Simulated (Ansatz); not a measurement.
TaC: reading a single point

```yaml
crystal:
  lattice:
    - [0.00000, 2.24113, 2.24113]
    - [2.24113, 0.00000, 2.24113]
    - [2.24113, 2.24113, 0.00000]
  atoms:
    - { symbol: Ta, position: [0.00000, 0.00000, 0.00000] }
    - { symbol: C, position: [0.50000, 0.50000, 0.50000] }
```

Single point in Ansatz 0.2.0 with PBE, no spin polarisation. Cutoff 420 eV, PAW datasets, 13×13×13 Γ-centred k mesh, fermi-dirac filling (width 0.1 eV).

Problem. Is it stable against the elements?

Solution. -0.60 eV an atom against the elements' usual phases (free molecules for gases, crystals otherwise, with no correction for O₂ or N₂), so it is bound against them; other compounds may still compete. Relaxing would lower it.

Problem. Is there a gap?

Solution. It is a metal, with about 0.64 states/eV a cell as the mean within 0.25 eV of the Fermi level, mostly Ta d (70 %) and C p (25 %).

Problem. Is the cell too large or too small?

Solution. The pressure is -1.4 GPa (compression positive), so with the atoms held at these fractions the cell would first shrink.

Problem. Give the Bader charges.

Solution. Bader charges in e: Ta +1.91, C -1.91. In the mean Ta gives up most and C takes most.

Problem. What do density and ELF say about some of the short contacts?

Solution. Ta–C at 2.24 Å: least valence density 0.55 e/Å³ and ELF 0.30 there. These are pseudo-fields; inside the PAW spheres they differ from the all-electron ones.

Origin: a database entry at a rescaled volume.
